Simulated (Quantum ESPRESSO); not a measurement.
BP in Quantum ESPRESSO: the effect of dispersion

Crystal: BP.

```
P B
1.0
     0.00000    2.26900    2.26900
     2.26900    0.00000    2.26900
     2.26900    2.26900    0.00000
P B
1 1
Direct
  0.25000 0.25000 0.25000
  0.00000 0.00000 0.00000
```

Alike in all runs:

| Item | Value |
| --- | --- |
| Program | Quantum ESPRESSO 7.5 |
| Task | relaxation of cell and atoms |
| Functional | revPBE |
| Potentials or basis | PseudoDojo 0.4.1 SR PBE standard |
| Cutoff | 1034 eV |
| Density cutoff | 4136 eV |
| k mesh | 10 × 10 × 10 |
| Occupations | fermi-dirac, width 0.05 eV |
| Spin | no spin polarisation |

Each run relaxes the cell or the atoms first.

**Question.** One run gave: relaxed volume 11.40 Å³/atom; gap on the mesh 1.26 eV. Which dispersion did it use?
A. D2
B. none
C. D3
D. rVV10
E. D3(BJ)

**Answer.** A.

| dispersion | relaxed volume (Å³/atom) | gap on the mesh (eV) |
| --- | --- | --- |
| none | 11.80 | 1.31 |
| D2 | 11.40 | 1.26 |
| D3 | 11.56 | 1.28 |
| D3(BJ) | 11.21 | 1.24 |
| D4 | 11.05 | 1.22 |
| rVV10 | 11.68 | 1.22 |

Caveats: the potentials were made for another functional, which shifts forces and pressure; rVV10's parameter b was fitted to another functional (some runs); the relaxation stopped at its first step, so nothing moved (some runs).

A k mesh can miss the band edges.

A gap of «none» marks a metal or a gap under the smearing width.

Runs at the PBE level aren't shown here.
